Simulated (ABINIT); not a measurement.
A run of ABINIT 10.8.3 (patched build) is set up as follows.

Contents of run.abi:

```
# Datasets: ground state, then fixed potential
ndtset 2

# Pseudopotentials
pp_dirpath "./"
pseudos "Pb.GGA_PBE-JTH.xml, Se.GGA_PBE-JTH.xml"

# Structure
acell 4.3284127397 4.3284127397 4.3284127397 Angstrom
rprim
     0.0000000000     0.7071067812     0.7071067812
     0.7071067812     0.0000000000     0.7071067812
     0.7071067812     0.7071067812     0.0000000000
ntypat 2
znucl 82 34
natom 2
typat 1 2
xred
     0.0000000000     0.0000000000     0.0000000000
     0.5000000000     0.5000000000     0.5000000000

# Plane-wave basis
ecut 462.593566 eV
pawecutdg 34.0

# Exchange and correlation
ixc -106131

# Bands and occupations
occopt 3
tsmear 0.05 eV

# SCF cycle
nstep 100

# Output
iomode 3
prtwf 0
prteig 0
prtebands 0
enunit 1
prtden1 1
prtvha1 1
prtvclmb1 1
prtpot1 1

# Dataset 1
kptopt1 1
ngkpt1 8 8 8
nshiftk1 1
shiftk1 0.0 0.0 0.0
nband1 14
tolvrs1 1.0e-9

# Dataset 2: bands along G-X-W-K-G-L-U-W-L-K
iscf2 -2
getden2 1
nband2 18
nbdbuf2 2
tolwfr2 1.0e-12
kptopt2 -9
ndivsm2 8
prteig2 1
prtvol2 -3
kptbounds2
     0.0000000000     0.0000000000     0.0000000000
     0.5000000000     0.0000000000     0.5000000000
     0.5000000000     0.2500000000     0.7500000000
     0.3750000000     0.3750000000     0.7500000000
     0.0000000000     0.0000000000     0.0000000000
     0.5000000000     0.5000000000     0.5000000000
     0.6250000000     0.2500000000     0.6250000000
     0.5000000000     0.2500000000     0.7500000000
     0.5000000000     0.5000000000     0.5000000000
     0.3750000000     0.3750000000     0.7500000000
```

Potentials or basis: JTH PAW PBE v2.0.

Launch:

```sh
$ abinit run.abi > log 2>&1
```

Q: Estimate the band gap on the k mesh.

A: 0.42 eV, direct.

Levels at the corners of the path, in eV from the valence-band top:
| point | band 6 | band 7 | band 8 | band 9 | band 10 | band 11 | band 12 | band 13 | band 14 | band 15 |
| --- | --- | --- | --- | --- | --- | --- | --- | --- | --- | --- |
| Γ | -13.57 | -6.44 | -1.83 | -1.83 | -1.83 | 4.66 | 4.66 | 4.66 | 6.81 | 6.81 |
| X | -12.16 | -7.52 | -4.84 | -3.15 | -3.15 | 4.08 | 5.55 | 5.55 | 6.06 | 11.58 |
| W | -12.13 | -8.12 | -4.11 | -4.11 | -0.76 | 1.91 | 5.07 | 5.07 | 7.90 | 7.90 |
| K | -12.17 | -8.14 | -4.45 | -2.64 | -2.33 | 3.47 | 3.99 | 5.48 | 6.10 | 10.42 |
| Γ | -13.57 | -6.44 | -1.83 | -1.83 | -1.83 | 4.66 | 4.66 | 4.66 | 6.81 | 6.81 |
| L | -12.52 | -8.86 | -1.39 | -1.39 | 0.00 | 0.42 | 1.72 | 1.72 | 8.96 | 10.40 |
| U | -12.17 | -8.14 | -4.45 | -2.64 | -2.33 | 3.47 | 3.99 | 5.48 | 6.10 | 10.42 |
| W | -12.13 | -8.12 | -4.11 | -4.11 | -0.76 | 1.91 | 5.07 | 5.07 | 7.90 | 7.90 |
| L | -12.52 | -8.86 | -1.39 | -1.39 | 0.00 | 0.42 | 1.72 | 1.72 | 8.96 | 10.40 |
| K | -12.17 | -8.14 | -4.45 | -2.64 | -2.33 | 3.47 | 3.99 | 5.48 | 6.10 | 10.42 |

Caveat: spin-orbit coupling is left out, which as a rule narrows the gap of such compounds by several tenths of an eV.

**Experimental background.**

From a printed reference work, monograph, for a bulk crystal of PbSe at 300 K: band gap 0.28 eV (direct).

Against the measured gap of PbSe, 0.28 eV (direct; 300 K; a printed reference work, monograph), the calculated 0.42 eV is off by +0.14 eV. 2 values of this kind are on record (0.15 to 0.28 eV); this one was drawn at random. Spin-orbit coupling on Pb, Se is left out. The value is that of BLYP on a finite k mesh, which can miss the band edges, without temperature or zero-point motion.
